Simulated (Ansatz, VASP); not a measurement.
# Two plane-wave programs on Ag

File INCAR:

```
SYSTEM = Ag
ALGO = Fast
EDIFF = 1E-6
ENCUT = 520
GGA = PE
ISIF = 2
ISMEAR = -1
LASPH = .True.
LCHARG = .False.
LREAL = .False.
LWAVE = .False.
NBANDS = 12
NELM = 100
PREC = Accurate
SIGMA = 0.05
```

The input KPOINTS:

```
k-points
0
Gamma
  9 9 9
  0 0 0
```

File POSCAR:

```
Ag
1.0
    0.0000000000      2.0427500000      2.0631775000
    2.0427500000      0.0000000000      2.0631775000
    2.0427500000      2.0427500000      0.0000000000
Ag
1
Direct
    0.0000000000      0.0000000000      0.0000000000
```

input.yaml

```yaml
crystal:
  lattice:
    - [0.0, 2.04275, 2.0631775]
    - [2.04275, 0.0, 2.0631775]
    - [2.04275, 2.04275, 0.0]
  atoms:
    - { symbol: Ag, position: [0.0, 0.0, 0.0] }
hamiltonian:
  xc: pbe
  pseudopotentials: { kind: paw }
kpoints:
  mp_grid: { grid: [9, 9, 9] }
scf:
  occupations: { method: fermi_dirac, width: 0.05 }
output:
  forces: true
  stress: true
  eigenvalues: true
```

Alike in both runs: task single point; functional PBE; k mesh 9 × 9 × 9; occupations fermi-dirac, width 0.05 eV; no spin polarisation.

|  | VASP | Ansatz |
| --- | --- | --- |
| version | VASP 6.6.1 | Ansatz 0.2.0 |
| potentials or method | VASP PAW PBE potentials, release 64 (Ag) | Ansatz PAW |
| plane-wave cutoff (eV) | 520 | 420 |
| valence electrons in the cell | 11 | 19 |

```tsv
	VASP	Ansatz	Ansatz less VASP
gap on the k mesh at the Fermi level (eV)	none	none	-
pressure (GPa)	3.3	3.4	+0.09
largest component of the traceless stress (GPa)	0.53	0.54	+0.002
```

A gap of «none» marks a metal or a gap that the smearing closes. The functional is the same, so the differences come from potentials, cutoffs and numerics. The two sets of potentials don't hold the same shells in valence.
